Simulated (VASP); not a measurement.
# ZnO (P6_3mc) in VASP: further runs

One crystal, ZnO, is run at these levels: PBE; tasks: relaxation of cell and atoms.

Everything below comes from runs of VASP 6.6.1. Logs are shortened: lines on timing, memory, paths and dates and some standing lists are left out, and cuts for length are marked.

## (1) The crystal as given

Symmetry: P6_3mc, No. 186, hexagonal system. Conventional cell: a = 3.249 Å, b = 3.249 Å, c = 5.206 Å, α = 90.00°, β = 90.00°, γ = 120.00°. Around Zn (site symmetry 3m) lie 4 O at 1.97 to 1.98 Å. Around O (site symmetry 3m) lie 4 Zn at 1.97 to 1.98 Å.

## (2) Relaxation of cell and atoms, PBE

The input, INCAR:

```
SYSTEM = ZnO
ALGO = Normal ; EDIFF = 1E-7
EDIFFG = -0.15 ; ENCUT = 520
GGA = PE ; IBRION = 2
ISIF = 3 ; ISMEAR = 0
KPAR = 4 ; LASPH = .True.
LCHARG = .False. ; LREAL = .False.
LWAVE = .False. ; NELM = 60
NSW = 80 ; PREC = Accurate
SIGMA = 0.02
```

The input, KPOINTS:

```
k-points
0
Gamma
  12 12 6
  0 0 0
```

The input, POSCAR:

```
ZnO
1.0
    3.2493080000      0.0000000000      0.0000000000
   -1.6246540000      2.8139832700      0.0000000000
    0.0000000000      0.0000000000      5.2057090000
Zn O
2 2
Direct
    0.3333333300      0.6666666700      0.5000000000
    0.6666666700      0.3333333300      0.0000000000
    0.6666666700      0.3333333300      0.3790100000
    0.3333333300      0.6666666700      0.8790100000
```

Potentials or basis: VASP PAW PBE potentials, release 64 (Zn, O).

Run with:

```console
$ cat potpaw_PBE.64/Zn/POTCAR potpaw_PBE.64/O/POTCAR > POTCAR
$ mpirun -np 4 vasp_std > vasp.out
```

OUTCAR:

```text
SYSTEM = ZnO
   EDIFF = 1E-7
   EDIFFG = -0.15
   ENCUT = 520
   GGA = PE
   IBRION = 2
   ISIF = 3
   ISMEAR = 0
   LASPH = .True.
   LREAL = .False.
   NELM = 60
   NSW = 80
   PREC = Accurate

 ion  position               nearest neighbor table
   1  0.333  0.667  0.500-   4 1.97   3 1.98   3 1.98   3 1.98
   2  0.667  0.333  0.000-   3 1.97   4 1.98   4 1.98   4 1.98
   3  0.667  0.333  0.379-   2 1.97   1 1.98   1 1.98   1 1.98
   4  0.333  0.667  0.879-   1 1.97   2 1.98   2 1.98   2 1.98

  LATTYP: Found a hexagonal cell.
 ALAT       =     3.2493080000
 C/A-ratio  =     1.6020977390

  Lattice vectors:

 A1 = (   3.2493080000,   0.0000000000,   0.0000000000)
 A2 = (  -1.6246540000,   2.8139832700,   0.0000000000)
 A3 = (   0.0000000000,   0.0000000000,   5.2057090000)

Analysis of symmetry for initial positions (statically):
=====================================================================
 Subroutine PRICEL returns:
 Original cell was already a primitive cell.

 Routine SETGRP: Setting up the symmetry group for a
 hexagonal supercell.

 Subroutine GETGRP returns: Found 12 space group operations
 (whereof  6 operations were pure point group operations)
 out of a pool of 24 trial point group operations.

The static configuration has the point symmetry C_3v.
 The point group associated with its full space group is C_6v.

Analysis of symmetry for dynamics (positions and initial velocities):
=====================================================================
 Subroutine PRICEL returns:
 Original cell was already a primitive cell.

 Routine SETGRP: Setting up the symmetry group for a
 hexagonal supercell.

 Subroutine GETGRP returns: Found 12 space group operations
 (whereof  6 operations were pure point group operations)
 out of a pool of 24 trial point group operations.

The dynamic configuration has the point symmetry C_3v.
 The point group associated with its full space group is C_6v.

 Subroutine INISYM returns: Found 12 space group operations
 (whereof  6 operations are pure point group operations),
 and found     1 'primitive' translations

----------------------------------------------------------------------------------------

                                     Primitive cell

  volume of cell :      47.5984

  direct lattice vectors                    reciprocal lattice vectors
     3.249308000  0.000000000  0.000000000     0.307757836  0.177684070  0.000000000
    -1.624654000  2.813983270  0.000000000     0.000000000  0.355368140  0.000000000
     0.000000000  0.000000000  5.205709000     0.000000000  0.000000000  0.192096792

  length of vectors
     3.249308000  3.249307998  5.205709000     0.355368140  0.355368140  0.192096792

  position of ions in fractional coordinates (direct lattice)
     0.333333330  0.666666670  0.500000000
     0.666666670  0.333333330  0.000000000
     0.666666670  0.333333330  0.379010000
     0.333333330  0.666666670  0.879010000

  ion indices of the primitive-cell ions
   primitive index   ion index
                 1           1
                 2           2
                 3           3
                 4           4

----------------------------------------------------------------------------------------

 KPOINTS: k-points

Automatic generation of k-mesh.
 Grid dimensions read from file:
 generate k-points for:   12   12    6

 Generating k-lattice:

  Cartesian coordinates                     Fractional coordinates (reciprocal lattice)
     0.025646486  0.014807006  0.000000000     0.083333333  0.000000000  0.000000000
     0.000000000  0.029614012  0.000000000     0.000000000  0.083333333  0.000000000
     0.000000000  0.000000000  0.032016132     0.000000000  0.000000000  0.166666667

  Length of vectors
     0.029614012  0.029614012  0.032016132

  Shift w.r.t. Gamma in fractional coordinates (k-lattice)
     0.000000000  0.000000000  0.000000000

 Subroutine IBZKPT returns following result:
 ===========================================

 Found     76 irreducible k-points:

 Following reciprocal coordinates:
            Coordinates               Weight
  0.000000  0.000000  0.000000      1.000000
  0.083333  0.000000  0.000000      6.000000
  0.166667  0.000000  0.000000      6.000000
  0.250000  0.000000  0.000000      6.000000
  0.333333  0.000000  0.000000      6.000000
  0.416667  0.000000  0.000000      6.000000
[... 16 lines left out ...]
  0.250000  0.000000  0.166667     12.000000
  0.333333  0.000000  0.166667     12.000000
 [... further k-points ...]
   k-points           NKPTS =     76   k-points in BZ     NKDIM =     76   number of bands    NBANDS=     22
   number of dos      NEDOS =    301   number of ions     NIONS =      4
   total plane-waves  NPLWV =  23040
   dimension x,y,z NGX =    24 NGY =   24 NGZ =   40
   dimension x,y,z NGXF=    48 NGYF=   48 NGZF=   80
   ions per type =               2   2
   NGX,Y,Z   is equivalent  to a cutoff of  12.28, 12.28, 12.77 a.u.
   NGXF,Y,Z  is equivalent  to a cutoff of  24.56, 24.56, 25.55 a.u.
 SYSTEM =  ZnO
   PREC   = accura    normal or accurate (medium, high low for compatibility)
   ISTART =      0    job   : 0-new  1-cont  2-samecut
   ICHARG =      2    charge: 1-file 2-atom 10-const
   ISPIN  =      1    spin polarized calculation?
   LNONCOLLINEAR =      F non collinear calculations
   LSORBIT =      F    spin-orbit coupling
   LASPH  =      T    aspherical Exc in radial PAW
   ENCUT  =  520.0 eV  38.22 Ry    6.18 a.u.   6.04  6.04  9.68*2*pi/ulx,y,z
   NELM   =     60;   NELMIN=  2; NELMDL= -5     # of ELM steps
   EDIFF  = 0.1E-06   stopping-criterion for ELM
   LREAL  =      F    real-space projection
   EDIFFG = -.1E+00   stopping-criterion for IOM
   NSW    =     80    number of steps for IOM
   IBRION =      2    ionic relax: 0-MD 1-quasi-New 2-CG
   NFREE  =      1    steps in history (QN), initial steepest desc. (CG)
   ISIF   =      3    stress and relaxation
   ISYM   =      2    0-nonsym 1-usesym 2-fastsym
   POTIM  = 0.5000    time-step for ionic-motion
   TEBEG  =    0.0;   TEEND  =   0.0 temperature during run
   PSTRESS=    0.0 pullay stress
   NELECT =      36.0000    total number of electrons
   NUPDOWN=      -1.0000    fix difference up-down
   EMIN   =  10.00;   EMAX   =-10.00  energy-range for DOS
   EFERMI =   0.00;   METHOD = LEGACY
   ISMEAR =     0;   SIGMA  =   0.02  broadening in eV -4-tet -1-fermi 0-gaus
   EFERMI_NEDOS =   21; number of points for ismear=-14 and -15
   IALGO  =     38    algorithm
   IMIX   =      4    mixing-type and parameters
     AMIX     =   0.40;   BMIX     =  1.00
     AMIX_MAG =   1.60;   BMIX_MAG =  1.00
  volume/ion in A,a.u.               =      11.90        80.30
  Fermi-wavevector in a.u.,A,eV,Ry     =   1.491574  2.818667 30.270160  2.224794
  Thomas-Fermi vector in A             =   2.604212
   LORBIT       =      0    0 simple, 1 ext, 2 COOP (PROOUT), +10 PAW based schemes
   GGA     = PE    functional components
   LHFCALC =     F    Hartree Fock is set to
   AEXX    =    0.0000 exact exchange contribution
   IVDW    =     0    specifies the selected vdW correction
   LEPSILON=     F    determine dielectric tensor
   LRPA    =     F    only Hartree local field effects (RPA)
 conjugate gradient relaxation of ions
 non-spin polarized calculation
 Gauss-broadening in eV      SIGMA  =   0.02
  energy-cutoff  :      520.00
  volume of cell :       47.60
 maximum number of plane-waves:      1302
   NGX = 13   NGY = 13   NGZ = 19

--------------------------------------- Ionic step        1  -------------------------------------------

 number of electron      36.0000017 magnetization

 Free energy of the ion-electron system (eV)
  ---------------------------------------------------
  ext. energy  EPLUGINS =         0.00000000
  ---------------------------------------------------
  free energy    TOTEN  =       -17.82239362 eV

  energy without entropy =      -17.82239362  energy(sigma->0) =      -17.82239362

------------------------ aborting loop because EDIFF is reached ----------------------------------------

  FORCE on cell =-STRESS in cart. coord.  units (eV):
  Direction    XX          YY          ZZ          XY          YZ          ZX
  --------------------------------------------------------------------------------------
  -------------------------------------------------------------------------------------
  Total        1.6093832      1.6093832      2.1334345      0.0000000      0.0000000      0.0000000
  in kB       54.1723602     54.1723601     71.8120986      0.0000000      0.0000000      0.0000000
  external PRESSURE =      60.0522730 kB  Pullay stress =       0.0000000 kB

 VOLUME and BASIS-vectors are now :
 -----------------------------------------------------------------------------
  energy-cutoff  :      520.00
  volume of cell :       47.60
      direct lattice vectors                 reciprocal lattice vectors
     3.249308000  0.000000000  0.000000000     0.307757836  0.177684070  0.000000000
    -1.624654000  2.813983270  0.000000000     0.000000000  0.355368140  0.000000000
     0.000000000  0.000000000  5.205709000     0.000000000  0.000000000  0.192096792
[... 39 lines left out ...]
 POSITION                                       TOTAL-FORCE (eV/Angst)
 -----------------------------------------------------------------------------------
     -0.00000      1.91240      2.66616        -0.000000      0.000000      0.027445
      1.65619      0.95620      5.33599         0.000000      0.000000      0.027445
      1.65619      0.95620      2.02745        -0.000000     -0.000000     -0.027445
     -0.00000      1.91240      4.69727        -0.000000     -0.000000     -0.027445
 -----------------------------------------------------------------------------------
    total drift:                                0.000004     -0.000004     -0.000020

  FREE ENERGIE OF THE ION-ELECTRON SYSTEM (eV)
  ---------------------------------------------------
  free  energy   TOTEN  =       -17.8501371466 eV

  energy  without entropy=      -17.8501371466  energy(sigma->0) =      -17.85013715

--------------------------------------- Ionic step        3  -------------------------------------------

 number of electron      36.0000029 magnetization

 Free energy of the ion-electron system (eV)
  ---------------------------------------------------
  ext. energy  EPLUGINS =         0.00000000
  ---------------------------------------------------
  free energy    TOTEN  =       -17.85995033 eV

  energy without entropy =      -17.85995033  energy(sigma->0) =      -17.85995033

 E-fermi :   0.9820     XC(G=0): -10.6905

 val. band max:        0.8357207446   @ k =   0.0000   0.0000   0.0000
 cond. band min:       1.5581343277   @ k =   0.0000   0.0000   0.0000
 fundamental gap:      0.7224135831
 Fermi energy:         0.9820322843

 k-point     1 :       0.0000    0.0000    0.0000
  band No.  band energies     occupation
      1     -16.9290      2.00000
      2     -16.2673      2.00000
      3      -4.6719      2.00000
      4      -4.6719      2.00000
      5      -4.6230      2.00000
      6      -4.4934      2.00000
[... 14 lines left out ...]
     21       8.9140      0.00000
     22      13.5015      0.00000
[... 552 lines left out ...]
  band No.  band energies     occupation
      1     -16.4671      2.00000
      2     -16.1390      2.00000
      3      -4.9507      2.00000
      4      -4.6812      2.00000
      5      -4.4525      2.00000
      6      -4.2938      2.00000
[... 14 lines left out ...]
     21       8.9875      0.00000
     22       9.5351      0.00000

 [... further k-points ...]

------------------------ aborting loop because EDIFF is reached ----------------------------------------

  FORCE on cell =-STRESS in cart. coord.  units (eV):
  Direction    XX          YY          ZZ          XY          YZ          ZX
  --------------------------------------------------------------------------------------
  -------------------------------------------------------------------------------------
  Total       -0.0362570     -0.0362570      0.0779269      0.0000000      0.0000000      0.0000000
  in kB       -1.1704733     -1.1704733      2.5156894      0.0000000      0.0000000      0.0000000
  external PRESSURE =       0.0582476 kB  Pullay stress =       0.0000000 kB

 VOLUME and BASIS-vectors are now :
 -----------------------------------------------------------------------------
  energy-cutoff  :      520.00
  volume of cell :       49.63
      direct lattice vectors                 reciprocal lattice vectors
     3.290428568  0.000000000  0.000000000     0.303911779  0.175463548 -0.000000000
    -1.645214284  2.849594727  0.000000000     0.000000000  0.350927095 -0.000000000
     0.000000000  0.000000000  5.293039908     0.000000000  0.000000000  0.188927349

 POSITION                                       TOTAL-FORCE (eV/Angst)
 -----------------------------------------------------------------------------------
     -0.00000      1.89973      2.64412        -0.000000     -0.000000      0.000661
      1.64521      0.94986      5.29064        -0.000000      0.000000      0.000661
      1.64521      0.94986      2.00851        -0.000000      0.000000     -0.000661
     -0.00000      1.89973      4.65503         0.000000     -0.000000     -0.000661
 -----------------------------------------------------------------------------------
    total drift:                                0.000003     -0.000004     -0.000853

  FREE ENERGIE OF THE ION-ELECTRON SYSTEM (eV)
  ---------------------------------------------------
  free  energy   TOTEN  =       -17.8599503321 eV

  energy  without entropy=      -17.8599503321  energy(sigma->0) =      -17.85995033

 reached required accuracy - stopping structural energy minimisation
```

It took 37 s on 4 MPI ranks of Intel Xeon Platinum 8488C (Sapphire Rapids), shared host; peak memory 0.19 GiB.

What came out:

| Item | Value |
| --- | --- |
| Free energy | -17.8600 eV |
| Relaxed volume | 12.41 Å³/atom |
| Relaxed cell | a = 3.290 Å, b = 3.290 Å, c = 5.293 Å, α = 90.00°, β = 90.00°, γ = 120.00° |
| Space group after relaxing (to 0.05 Å) | P6_3mc (No. 186) |
| Energy gained by relaxing | 9.4 meV/atom |
| Ionic steps | 3 |
| Pressure after relaxing | 0.0 GPa |
| Band gap on the k mesh | 0.72 eV, direct |

Step by step:
| step | energy change (eV) | largest force (eV/Å) | pressure (GPa) | volume (Å³) |
| --- | --- | --- | --- | --- |
| 1 | 0.0000 | 0.0740 | 6.01 | 47.60 |
| 2 | -0.0277 | 0.0274 | -2.75 | 50.74 |
| 3 | -0.0376 | 0.0007 | 0.01 | 49.63 |

Final structure:
```
Zn O
1.0
     3.29043    0.00000    0.00000
    -1.64521    2.84959    0.00000
     0.00000    0.00000    5.29304
Zn O
2 2
Cartesian
  0.0000 1.8997 2.6441
  1.6452 0.9499 5.2906
  1.6452 0.9499 2.0085
  0.0000 1.8997 4.6550
```

Caveat: the relaxation stopped at a loose force limit of 0.15 eV/Å, so its end isn't a converged minimum. Zero-point motion and thermal expansion aren't in these numbers.

## (3) Relaxation of cell and atoms, PBE

This run uses another cell than the first one, of 12.41 Å³/atom, 1.043 times its volume.

INCAR is that of step 2.

KPOINTS is that of step 2.

The input, POSCAR:

```
ZnO                                     
1.0
    3.2904285683      0.0000000000      0.0000000000
   -1.6452142841      2.8495947267      0.0000000000
    0.0000000000      0.0000000000      5.2930399081
  Zn              O             
     2     2
Direct
     0.3333333300000021    0.6666666699999979    0.4995467563559974
     0.6666666699999979    0.3333333300000021    0.9995467563559974
     0.6666666699999979    0.3333333300000021    0.3794632436440035
     0.3333333300000021    0.6666666699999979    0.8794632436440035
```

Potentials or basis: VASP PAW PBE potentials, release 64 (Zn, O).

Run with:

```console
$ cat potpaw_PBE.64/Zn/POTCAR potpaw_PBE.64/O/POTCAR > POTCAR
$ mpirun -np 4 vasp_std > vasp.out
```

Wall time 17 s (4 MPI ranks of Intel Xeon Platinum 8488C (Sapphire Rapids), shared host); peak memory 0.2 GiB.

Results (log left out):

| Quantity | Value |
| --- | --- |
| Free energy | -17.8621 eV |
| Pressure after relaxing | 0.1 GPa |
| Band gap on the k mesh | 0.72 eV, direct |

Stress tensor (GPa, compression positive):
```
-0.05  0.00  0.00
 0.00 -0.05  0.00
 0.00  0.00  0.33
```

Final structure:
```
Zn O
1.0
     3.29043    0.00000    0.00000
    -1.64521    2.84959    0.00000
     0.00000    0.00000    5.29304
Zn O
2 2
Direct
  0.33333 0.66667 0.49955
  0.66667 0.33333 0.99955
  0.66667 0.33333 0.37946
  0.33333 0.66667 0.87946
```

Levels at points of the mesh, in eV from the valence-band top:
| k point | band 16 | band 17 | band 18 | band 19 | band 20 | band 21 |
| --- | --- | --- | --- | --- | --- | --- |
| (0.00, 0.00, 0.00) | -0.07 | 0.00 | 0.00 | 0.72 | 5.06 | 8.08 |
| (0.50, 0.00, 0.00) | -2.13 | -1.21 | -0.79 | 5.59 | 6.81 | 7.54 |
| (0.00, 0.00, 0.50) | -0.37 | -0.37 | -0.37 | 3.35 | 3.35 | 9.91 |
| (0.50, 0.00, 0.50) | -1.42 | -1.29 | -1.29 | 5.63 | 5.63 | 8.19 |

Caveat: the relaxation stopped at its first step, so nothing moved; the relaxation stopped at a loose force limit of 0.15 eV/Å, so its end isn't a converged minimum.
